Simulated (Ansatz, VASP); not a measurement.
Cs2AgBiBr6: VASP beside Ansatz

The input INCAR:

```
SYSTEM = Cs2AgBiBr6
  PREC = Accurate
  ENCUT = 600
  EDIFF = 1E-6
  ISMEAR = 0
  SIGMA = 0.02
  LREAL = .False.
  LASPH = .True.
  NELM = 100
  ALGO = Normal
  ISIF = 3
  LWAVE = .False.
  LCHARG = .False.
  GGA = PS
  IBRION = 2
  NSW = 100
  EDIFFG = -0.005
```

KPOINTS

```
regular mesh
0
Gamma
  4 4 4
  0 0 0
```

The input POSCAR:

```
Cs2AgBiBr6
1.0
    0.0000000000      5.6161000000      5.6161000000
    5.6161000000      0.0000000000      5.6161000000
    5.6161000000      5.6161000000      0.0000000000
Cs Ag Bi Br
2 1 1 6
Direct
    0.2500000000      0.2500000000      0.2500000000
    0.7500000000      0.7500000000      0.7500000000
    0.5000000000      0.5000000000      0.5000000000
    0.0000000000      0.0000000000      0.0000000000
    0.2505500000      0.7494500000      0.2505500000
    0.2505500000      0.7494500000      0.7494500000
    0.7494500000      0.2505500000      0.7494500000
    0.7494500000      0.2505500000      0.2505500000
    0.2505500000      0.2505500000      0.7494500000
    0.7494500000      0.7494500000      0.2505500000
```

Input for Ansatz:

```yaml
crystal:
  lattice:
    - [0.0, 5.6161, 5.6161]
    - [5.6161, 0.0, 5.6161]
    - [5.6161, 5.6161, 0.0]
  atoms:
    - { symbol: Cs, position: [0.25, 0.25, 0.25] }
    - { symbol: Cs, position: [0.75, 0.75, 0.75] }
    - { symbol: Ag, position: [0.5, 0.5, 0.5] }
    - { symbol: Bi, position: [0.0, 0.0, 0.0] }
    - { symbol: Br, position: [0.25055, 0.74945, 0.25055] }
    - { symbol: Br, position: [0.25055, 0.74945, 0.74945] }
    - { symbol: Br, position: [0.74945, 0.25055, 0.74945] }
    - { symbol: Br, position: [0.74945, 0.25055, 0.25055] }
    - { symbol: Br, position: [0.25055, 0.25055, 0.74945] }
    - { symbol: Br, position: [0.74945, 0.74945, 0.25055] }
basis:
  ecutwfc: 420
kpoints:
  mp_grid: { grid: [4, 4, 4] }
hamiltonian:
  xc: pbesol
scf:
  occupations: { method: gaussian, width: 0.02 }
output:
  forces: true
  stress: true
  eigenvalues: true
relax:
  adjacent_minimum: "off"
  f_tol: 0.005
  max_steps: 80
  cell: { stress_tol: 0.05 }
```

Alike in both runs: task relaxation of cell and atoms; functional PBEsol; k mesh 4 × 4 × 4; occupations gaussian, width 0.02 eV; no spin polarisation.

```csv
,VASP,Ansatz
version,VASP 6.6.1,Ansatz 0.2.0
potentials or method,"VASP PAW PBE potentials, release 64 (Cs_sv, Ag, Bi_d, Br)","scalar-relativistic, plane waves, PAW"
plane-wave cutoff (eV),600,420
valence electrons in the cell,86,94
```

VASP gave:

| Item | Value |
| --- | --- |
| gap on the k mesh at the Fermi level, each at its own relaxed structure (eV) | 1.10 |
| relaxed volume (Å³/atom) | 35.00 |
| relaxed cell length with the largest relative difference (Å) | 7.911 |
| energy change over the relaxation (meV/atom) | -4 |

What did Ansatz give for the same quantities?

gap on the k mesh at the Fermi level, each at its own relaxed structure (eV): 1.09; relaxed volume (Å³/atom): 35.00; relaxed cell length with the largest relative difference (Å): 7.911; energy change over the relaxation (meV/atom): -3.

The two sets of potentials don't hold the same shells in valence.

Caveats: the PAW data sets were made with another functional, which shifts forces and pressure a little (VASP); spin-orbit coupling is left out, which as a rule narrows the gap of such compounds by several tenths of an eV. A k mesh can miss the band edges. Expect the measured gap to be larger: semilocal functionals such as PBEsol lack the derivative discontinuity.
